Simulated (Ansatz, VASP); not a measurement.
# AlGa7As8 (random alloy of the zinc-blende GaAs-AlAs line, x = 0.125) in two plane-wave programs, part 2 of 2

One calculation is typed for both programs; each brings its own data sets. How far apart do they land? Of the first pair: The structure shown is the start of the Ansatz relaxation below; VASP solves that cell, so the two are compared at the walk's first step.

VASP 6.6.1 and Ansatz 0.2.0.

So far: Set-up; Ansatz: relaxation, PBE.

### Step 3. VASP: single point, PBE, start cell, pair 1

Level of this step: PBE; plane waves and PAW (Ga_d, As, Al) (VASP).

The same cell, functional, mesh and smearing now go to VASP, with its own data sets.

Lines of VASP's logs that name or quote its potential files are left out, and so is its time.

File INCAR:

```
SYSTEM = AlGa7As8
PREC = Accurate
ENCUT = 400
EDIFF = 1E-06
NELM = 120
ISMEAR = -1
SIGMA = 0.025
LREAL = Auto
ALGO = Normal
GGA = PE
NBANDS = 312
LORBIT = 11
LWAVE = .FALSE.
LCHARG = .FALSE.
ISIF = 2
LASPH = .TRUE.
GGA_COMPAT = .FALSE.
EFERMI = MIDGAP
NCORE = 2
```

File POSCAR:

```
AlGa7As8
1.0
   11.4950000000      0.0000000000      0.0000000000
    0.0000000000     11.4950000000      0.0000000000
    0.0000000000      0.0000000000     11.4950000000
Ga As Al
28 32 4
Direct
    0.0028273162      0.9989386690      0.9990778599
    0.0030361027      0.2486820357      0.2505611135
    0.2494388865      0.9993301435      0.2519704219
    0.2500739452      0.2510134841      0.9980861244
    0.0015658982      0.9988081775      0.4997912136
    0.9987994780      0.2493083950      0.7488038278
    0.2480556764      0.0004088734      0.7528925620
    0.2486994345      0.2529360592      0.5000869943
    0.0002087864      0.5010700304      0.0005219661
    0.9996433232      0.7510221836      0.2514571553
    0.2519704219      0.7526402784      0.0038016529
    0.0002783819      0.5015224010      0.5005480644
    0.0004001740      0.7513266638      0.7496128752
    0.2520922140      0.7503175294      0.4993475424
    0.4993997390      0.0000782949      0.9989212701
    0.5006959548      0.2510308830      0.2480904741
    0.7495432797      0.0000608960      0.2476120052
    0.7506133101      0.2477163984      0.9999304045
    0.4999565028      0.9986515876      0.5022183558
    0.7478642888      0.0009569378      0.7513788604
    0.5009221401      0.5002435842      0.0001391910
    0.4994606351      0.7457590257      0.2518138321
    0.7497607656      0.4997912136      0.2500304480
    0.7504306220      0.7494823836      0.0008612440
    0.5038103523      0.4967029143      0.4988690735
    0.5000782949      0.7496128752      0.7523183993
    0.7477859939      0.5005480644      0.7508829926
    0.7509786864      0.7504219226      0.5004871683
    0.1231317964      0.1265071770      0.1210004350
    0.1245672031      0.3775380600      0.3714223575
    0.3730926490      0.1246976946      0.3734667247
    0.3769899957      0.3765724228      0.1258721183
    0.1233666812      0.1245324054      0.6259243149
    0.1235319704      0.3738321009      0.8749804263
    0.3762940409      0.1246715963      0.8734580252
    0.3738929970      0.3753284037      0.6286472379
    0.1243932144      0.6230100043      0.1243932144
    0.1266202697      0.8755023923      0.3765376251
    0.3744758591      0.6258460200      0.3748673336
    0.3725706829      0.8724923880      0.1241235320
    0.1214789039      0.6244715094      0.6264375816
    0.1246541975      0.8753197042      0.8757111788
    0.3756589822      0.6252109613      0.8769725968
    0.3738929970      0.8757372771      0.6251326664
    0.6262113963      0.1242192258      0.1271335363
    0.6252892562      0.3762940409      0.3733362331
    0.8755458895      0.1264723793      0.3735015224
    0.8721879078      0.3769464985      0.1257068291
    0.6284210526      0.1217659852      0.6271509352
    0.6264984776      0.3746933449      0.8739538930
    0.8739190953      0.1259069161      0.8730056546
    0.8748238365      0.3765115268      0.6263070900
    0.6260809047      0.6254023488      0.1261939974
    0.6288125272      0.8757720748      0.3748325359
    0.8730491518      0.6240974337      0.3732666377
    0.8747020444      0.8767203132      0.1253675511
    0.6265680731      0.6294040887      0.6245672031
    0.6244976077      0.8761809482      0.8744410613
    0.8772509787      0.6248107873      0.8739277947
    0.8748673336      0.8770160940      0.6256372336
    0.2486907351      0.5021835581      0.2508916920
    0.2503523271      0.5002087864      0.7488299261
    0.5028273162      0.2505872118      0.7479077860
    0.7513962592      0.2500826446      0.4996781209
```

File KPOINTS:

```
Automatic mesh
0
Gamma
1 1 1
0 0 0
```

The projector-augmented-wave data sets are Ga_d, As and Al (PBE family, release 64).

Launch:

```console
> mpirun -np 8 vasp_gam
```

Numbers of over 12 decimals in the logs are rounded to 6 here.

The log of the run:

```text
[banner, memory and clock lines left out]
running    8 mpi-ranks, on    1 nodes
[...]
LDA part: xc-table for (Slater+PW92), standard interpolation
 POSCAR, INCAR and KPOINTS ok, starting setup
[...]
entering main loop
       N       E                     dE             d eps       ncg     rms          rms(c)
DAV:   1     0.823174868711E+04    0.82317E+04   -0.18638E+05   656   0.233E+03
DAV:   2     0.193631809102E+04   -0.62954E+04   -0.61152E+04   640   0.672E+02
DAV:   3     0.679948509722E+01   -0.19295E+04   -0.18301E+04   800   0.235E+02
DAV:   4    -0.252912477500E+03   -0.25971E+03   -0.25102E+03   768   0.821E+01
[...]
DAV:  15    -0.262975808788E+03   -0.43051E-05   -0.79308E-05   784   0.948E-02    0.712E-03
DAV:  16    -0.262975814087E+03   -0.52990E-05   -0.60629E-05   696   0.269E-02    0.596E-03
DAV:  17    -0.262975814561E+03   -0.47436E-06   -0.81125E-06   536   0.242E-02
   1 F= -.26297581E+03 E0= -.26297456E+03  d E =-.250760E-02
```

Parts of OUTCAR (step 3):

```text
  Total        0.1862139      0.2481316      0.1303294      0.6593509      0.8807749     -0.6080725
  in kB        0.1964245      0.2617374      0.1374758      0.6955050      0.9290703     -0.6414149
  external PRESSURE =       0.1985459 kB  Pullay stress =       0.0000000 kB

 POSITION                                       TOTAL-FORCE (eV/Angst)
 -----------------------------------------------------------------------------------
      0.03250     11.48280     11.48440        -0.472448      0.172126     -0.052427
      0.03490      2.85860      2.88020        -0.384765      0.201419     -0.269483
      2.86730     11.48730      2.89640        -0.121580      0.119198     -0.441268
      2.87460      2.88540     11.47300         0.170054      0.001416      0.082287
      0.01800     11.48130      5.74510        -0.229333      0.195031     -0.007670
     11.48120      2.86580      8.60750        -0.007056      0.104000      0.057419
      2.85140      0.00470      8.65450         0.117551      0.016577     -0.231775
      2.85880      2.90750      5.74850        -0.029152     -0.173226     -0.047060
      0.00240      5.75980      0.00600        -0.158233     -0.220315     -0.066638
     11.49090      8.63300      2.89050         0.017997     -0.070595     -0.126522
      2.89640      8.65160      0.04370        -0.401574     -0.431272     -0.407347
      0.00320      5.76500      5.75380        -0.221609     -0.131126     -0.163796
      0.00460      8.63650      8.61680        -0.170498      0.065687      0.038577
      2.89780      8.62490      5.74000        -0.230553     -0.095038      0.255947
[...]
-----------------------------------------------------------------------------------
    total drift:                                0.005062     -0.023972      0.006889

  FREE ENERGIE OF THE ION-ELECTRON SYSTEM (eV)
  ---------------------------------------------------
  free  energy   TOTEN  =      -262.9758145615 eV

  energy  without entropy=     -262.9733069622  energy(sigma->0) =     -262.97456076

[... 2 further parts left out ...]
```

The run ends at a pressure of 0.02 GPa, with forces up to 0.85 eV/Å.

### Step 4. Side by side

Known differences besides the potentials themselves: the data sets hold 856 valence electrons in Ansatz (on its default PAW (the set named soft_2) files) and 536 in VASP; the cutoff is 420 eV in Ansatz and 400 eV in VASP (PREC = Accurate, projectors in real space). Total energies have different zeros and are not compared.

Forces on 9 of the 64 atoms, those with the largest forces and the largest differences (eV/Å; atoms numbered as in POSCAR):

| atom | Ansatz x, y, z | VASP x, y, z |
| --- | --- | --- |
| Ga11 | -0.398, -0.429, -0.404 | -0.402, -0.431, -0.407 |
| Ga22 | 0.167, 0.487, -0.122 | 0.169, 0.492, -0.125 |
| Ga25 | -0.333, 0.403, 0.277 | -0.335, 0.406, 0.279 |
| As29 | 0.405, -0.158, 0.364 | 0.408, -0.157, 0.365 |
| As31 | 0.285, 0.180, 0.268 | 0.296, 0.182, 0.275 |
| As40 | 0.519, 0.428, 0.484 | 0.528, 0.437, 0.494 |
| As41 | 0.556, 0.148, -0.163 | 0.567, 0.150, -0.163 |
| As49 | -0.351, 0.513, -0.434 | -0.354, 0.522, -0.440 |
| As54 | -0.459, -0.110, -0.025 | -0.473, -0.111, -0.025 |

The forces differ by 4.4 meV/Å r.m.s., which is 2.0 % of the r.m.s. force of 0.218 eV/Å (both taken over all components).

### Step 5. Ansatz: relaxation, PBE

This run makes the geometry at which the two programs are then compared. The cell compared in this pair holds 1516.90 Å³, against 1518.89 Å³ for the pair before.

The structure compared here is the end of the Ansatz relaxation.

This is the run of step 2 again, met here at its other cell.

### Step 6. VASP: single point, PBE, relaxed cell, pair 2

The same cell, functional, mesh and smearing now go to VASP, with its own data sets.

INCAR: that of step 3 with these lines changed.

```diff
@@ -2,3 +2,3 @@
 PREC = Accurate
-ENCUT = 400
+ENCUT = 500
 EDIFF = 1E-06
```

File POSCAR:

```
AlGa7As8
1.0
   11.4902780000     -0.0000900000      0.0002290000
   -0.0000900000     11.4873160000     -0.0001490000
    0.0002290000     -0.0001490000     11.4923170000
Ga As Al
28 32 4
Direct
    0.0001800000      0.0002200000      0.0001200000
    0.0002900000      0.2501500000      0.2502100000
    0.2501400000      0.0001800000      0.2501200000
    0.2501300000      0.2503300000      0.0000000000
    0.0000900000      0.0002700000      0.5000500000
    0.0001000000      0.2504200000      0.7501300000
    0.2501300000      0.0004000000      0.7501800000
    0.2501900000      0.2504200000      0.5001400000
    0.0002400000      0.5003100000      0.0000900000
    0.0000900000      0.7501600000      0.2500900000
    0.2502400000      0.7502500000      0.0001700000
    0.0001700000      0.5002300000      0.5001800000
    0.0002100000      0.7501700000      0.7500200000
    0.2502200000      0.7501500000      0.5000100000
    0.5000000000      0.0002900000      0.9999600000
    0.5000500000      0.2504400000      0.2499700000
    0.7500900000      0.0003100000      0.2501100000
    0.7501700000      0.2503800000      0.0000400000
    0.5002100000      0.0003100000      0.5001600000
    0.7499800000      0.0004300000      0.7499900000
    0.5000900000      0.5001400000      0.9998500000
    0.5001100000      0.7499500000      0.2501300000
    0.7500900000      0.5000700000      0.2501200000
    0.7501200000      0.7502000000      0.0001000000
    0.5001700000      0.5000000000      0.5000800000
    0.5000900000      0.7501900000      0.7501300000
    0.7501400000      0.5000700000      0.7501000000
    0.7501300000      0.7503000000      0.5001600000
    0.1253100000      0.1253700000      0.1250800000
    0.1255300000      0.3755900000      0.3747700000
    0.3750800000      0.1253100000      0.3750600000
    0.3746700000      0.3756600000      0.1253600000
    0.1251500000      0.1253300000      0.6250800000
    0.1255400000      0.3756500000      0.8746600000
    0.3754300000      0.1258100000      0.8746700000
    0.3751600000      0.3752400000      0.6259100000
    0.1255400000      0.6249200000      0.1254600000
    0.1252100000      0.8751900000      0.3751800000
    0.3748700000      0.6247300000      0.3748500000
    0.3752600000      0.8752100000      0.1252000000
    0.1255500000      0.6249400000      0.6253700000
    0.1252600000      0.8752300000      0.8750100000
    0.3747000000      0.6248700000      0.8746400000
    0.3750100000      0.8752800000      0.6250800000
    0.6250700000      0.1253100000      0.1250800000
    0.6255900000      0.3747300000      0.3754900000
    0.8748400000      0.1255900000      0.3752700000
    0.8752800000      0.3752200000      0.1251600000
    0.6251400000      0.1260400000      0.6250800000
    0.6247000000      0.3748100000      0.8745700000
    0.8751400000      0.1252500000      0.8750400000
    0.8747400000      0.3748900000      0.6246500000
    0.6251400000      0.6250000000      0.1250200000
    0.6250100000      0.8752000000      0.3749900000
    0.8750500000      0.6251200000      0.3751400000
    0.8750000000      0.8752600000      0.1251500000
    0.6251400000      0.6251200000      0.6251000000
    0.6252000000      0.8752600000      0.8750000000
    0.8750600000      0.6251600000      0.8749800000
    0.8751300000      0.8752900000      0.6253000000
    0.2501000000      0.5002900000      0.2501100000
    0.2501500000      0.5002300000      0.7499000000
    0.5001400000      0.2501500000      0.7497700000
    0.7502100000      0.2499100000      0.5001100000
```

KPOINTS is that of step 3.

Launch:

```console
> mpirun -np 8 vasp_gam
```

The log of the run:

```text
[... set-up lines as in an earlier step ...]
 entering main loop
       N       E                     dE             d eps       ncg     rms          rms(c)
DAV:   1     0.896776892933E+04    0.89678E+04   -0.21139E+05   672   0.265E+03
DAV:   2     0.222698810855E+04   -0.67408E+04   -0.65326E+04   624   0.766E+02
DAV:   3     0.392542954220E+02   -0.21877E+04   -0.20887E+04   808   0.263E+02
DAV:   4    -0.253025446837E+03   -0.29228E+03   -0.28284E+03   800   0.902E+01
[...]
DAV:  16    -0.263315703732E+03   -0.11252E-04   -0.11011E-04   880   0.433E-02    0.338E-03
DAV:  17    -0.263315705354E+03   -0.16219E-05   -0.86897E-06   576   0.133E-02    0.286E-03
DAV:  18    -0.263315706207E+03   -0.85340E-06   -0.20208E-06   400   0.116E-02
   1 F= -.26331571E+03 E0= -.26331488E+03  d E =-.165491E-02
```

Parts of OUTCAR (step 6):

```text
  Total        1.9241279      2.0438467      1.7966798      0.0282292      0.0045479     -0.0000617
  in kB        2.0323000      2.1587493      1.8976869      0.0298162      0.0048035     -0.0000652
  external PRESSURE =       2.0295787 kB  Pullay stress =       0.0000000 kB

 POSITION                                       TOTAL-FORCE (eV/Angst)
 -----------------------------------------------------------------------------------
      0.00207      0.00253      0.00138         0.002591      0.000580      0.001437
      0.00337      2.87351      2.87546        -0.001363      0.001378      0.000838
      2.87424      0.00201      2.87452        -0.001351      0.003408     -0.003034
      2.87404      2.87560      0.00002         0.004287      0.000359     -0.002447
      0.00115      0.00303      5.74673        -0.002902      0.001610     -0.003123
      0.00130      2.87654      8.62069         0.001175      0.004095     -0.001875
      2.87423      0.00446      8.62136         0.006014      0.000713      0.001925
      2.87484      2.87656      5.74779        -0.001204      0.002009      0.000521
      0.00271      5.74722      0.00096         0.000022     -0.001516     -0.004388
      0.00102      8.61729      2.87400         0.002866      0.004890     -0.002451
      2.87526      8.61834      0.00190        -0.001233     -0.001488     -0.004387
      0.00202      5.74623      5.74815         0.004049     -0.002108      0.002512
      0.00252      8.61733      8.61936         0.002030     -0.002232      0.001479
      2.87514      8.61711      5.74622         0.000462     -0.003193      0.004403
[...]
-----------------------------------------------------------------------------------
    total drift:                               -0.033744     -0.055578     -0.014937

  FREE ENERGIE OF THE ION-ELECTRON SYSTEM (eV)
  ---------------------------------------------------
  free  energy   TOTEN  =      -263.3157062072 eV

  energy  without entropy=     -263.3140512999  energy(sigma->0) =     -263.31487875

[... 1 part as in an earlier step ...]

[... 1 further part left out ...]
```

The run ends at a pressure of 0.20 GPa, with forces up to 0.0089 eV/Å.

### Step 7. Differences

What differs besides the data sets and the points named for the pairs above, as far as they apply: the data sets hold 856 valence electrons in Ansatz (on its default PAW (the set named soft_2) files) and 536 in VASP; the cutoff is 420 eV in Ansatz and 500 eV in VASP (PREC = Accurate, projectors in real space). Total energies have different zeros and are not compared.

Compared:

| quantity | Ansatz | VASP | difference |
| --- | --- | --- | --- |
| pressure (GPa) | 0.03 | 0.20 | -0.17 |
| gap on the k mesh (eV) | 0.331 | 0.333 | -0.003 |

The largest component of a force difference here is 4 meV/Å. A gap on the mesh is an upper bound, since the band edges may lie between its points.

### Step 8. Outcome

```yaml
r_m_s_force_difference_single_point_pbe_start_cell_pair_1: 2.0 % of the r.m.s. force
difference_in_gap_on_the_k_mesh_single_point_pbe_relaxed_cell_pair_2: -0.0025 eV
```

In words: The r.m.s. force difference is 2.0 % of the r.m.s. force (single point, PBE, start cell, pair 1), within the 3 % picked in this series as the mark of a large difference. The data sets hold unlike numbers of valence electrons (856 in Ansatz and 536 in VASP), so part of the differences may come from the potentials. Such differences can come from data sets, numerical settings and the points named under the comparisons, not from the functional's error against experiment.

[Lines on the potential files, build, host, timing and source positions are cut from VASP's logs without a mark.]

[Logs are printed without paths, hosts, clocks, repeated set-up lines and the standing remarks that a program may print on its own settings, such as how far it seeks lower states.]

[Hosts, paths, dates, database ids (printed as entryN), source tags and the programs' standing remarks are cut or masked in the printed files.]
